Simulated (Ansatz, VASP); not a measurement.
Au in VASP and in Ansatz

INCAR

```
PREC = Accurate
ENCUT = 520
EDIFF = 1E-7
ISMEAR = -1
SIGMA = 0.03
LREAL = F
LASPH = T
NELM = 60
ALGO = Normal
ISIF = 2
LWAVE = F
LCHARG = F
GGA = PE
NBANDS = 12
```

Contents of KPOINTS:

```
Automatic mesh
0
Gamma
  8 8 8
```

File POSCAR:

```
Au
1.0
    0.0000000000      2.0350000000      2.0350000000
    2.0350000000      0.0000000000      2.0350000000
    2.0350000000      2.0350000000      0.0000000000
Au
1
Direct
    0.0000000000      0.0000000000      0.0000000000
```

input.yaml

```yaml
crystal:
  lattice:
    - [0.0, 2.035, 2.035]
    - [2.035, 0.0, 2.035]
    - [2.035, 2.035, 0.0]
  atoms:
    - { symbol: Au, position: [0.0, 0.0, 0.0] }
kpoints:
  mp_grid: { grid: [8, 8, 8] }
scf:
  occupations: { method: fermi_dirac, width: 0.03 }
hamiltonian:
  xc: pbe
  pseudopotentials: { kind: all_electron, lapw: { basis_error: 0.003 } }
output:
  forces: true
  stress: true
  eigenvalues: true
```

Alike in both runs: task single point; functional PBE; k mesh 8 × 8 × 8; occupations fermi-dirac, width 0.03 eV; no spin polarisation.

|  | VASP | Ansatz |
| --- | --- | --- |
| version | VASP 6.6.1 | Ansatz 0.2.0 |
| potentials or method | VASP PAW PBE potentials, release 64 (Au) | all-electron LAPW, scalar-relativistic |
| plane-wave cutoff (eV) | 520 | see its input |

VASP gave:

```
gap on the k mesh at the Fermi level (eV) : none
pressure (GPa)                            : 11.5
```

Task: Which values does Ansatz return?

Result: gap on the k mesh at the Fermi level (eV): none; pressure (GPa): 11.8.

A gap of «none» marks a metal or a gap that the smearing closes. Ansatz ran all-electron here, so the differences hold the error of VASP's frozen core and of both bases.

Caveats: the k mesh is thin for a metal, which can move the energy by tens of meV per atom (Ansatz). The runs have no spin-orbit coupling, so splittings on Au are missing.
